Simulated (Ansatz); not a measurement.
Space group Fm-3m (No. 225). a = 4.977 Å, b = 4.977 Å, c = 4.977 Å, α = 90.00°, β = 90.00°, γ = 90.00°
| atom | site | symmetry | x | y | z |
| --- | --- | --- | --- | --- | --- |
| Y | 4a | m-3m | 0.0000 | 0.0000 | 0.0000 |

Equation of state of this Y structure (not necessarily the ground state), with shape and atoms relaxed at each volume where symmetry leaves them free. It has no gap at any of these volumes. Theory: Ansatz, DFT PBEsol, scalar-relativistic, plane waves, PAW.

Cutoff 420 eV; k points 14×14×14 on the computed 1-atom cell (Γ-centred); Gaussian smearing, width 0.10 eV; no spin polarisation.

```
V (Å³/atom) E − E(largest V) (meV/atom) P (GPa)
     28.971                         2.06     2.85
     29.895                        -9.78     1.34
     30.820                       -13.44     0.01
     31.744                        -9.90    -1.17
     32.669                         0.00    -2.21
```

Question: Fit a third-order Birch–Murnaghan equation to E(V).

Answer: V0 = 30.81 Å³/atom, B0 = 42 GPa, B0' = 3.2.

This fcc form isn't the element's structure at ambient conditions.